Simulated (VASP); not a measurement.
Here is a VASP 6.6.1 calculation.

The input INCAR:

```
ALGO = Fast
EDIFF = 1E-7
ENCUT = 520
ISIF = 2
ISMEAR = 0
LASPH = True
LCHARG = False
LREAL = False
LWAVE = False
NBANDS = 12
NELM = 80
PREC = Accurate
SIGMA = 0.15
```

The input KPOINTS:

```
k-points
0
Gamma
  20 20 20
```

POSCAR

```
Sc
1.0
    0.0000000000      2.0228873710      2.8603627426
    2.0228873710      0.0000000000      2.8603627426
    2.0228873710      2.0228873710      0.0000000000
Sc
1
Direct
    0.0000000000      0.0000000000      0.0000000000
```

Potentials or basis: VASP PAW LDA potentials, release 64 (Sc_sv).

Command:

```console
$ cat potpaw_LDA.64/Sc_sv/POTCAR > POTCAR
$ mpirun -np 1 vasp_std > vasp.out
```

Question: Predict the band gap on the k mesh.

Answer: None (metal or under the smearing width).

Question: Predict the pressure.

Answer: -2.3 GPa.

Stress tensor (GPa, compression positive):
```
  2.76   0.00   0.00
  0.00   2.76   0.00
  0.00   0.00 -12.35
```
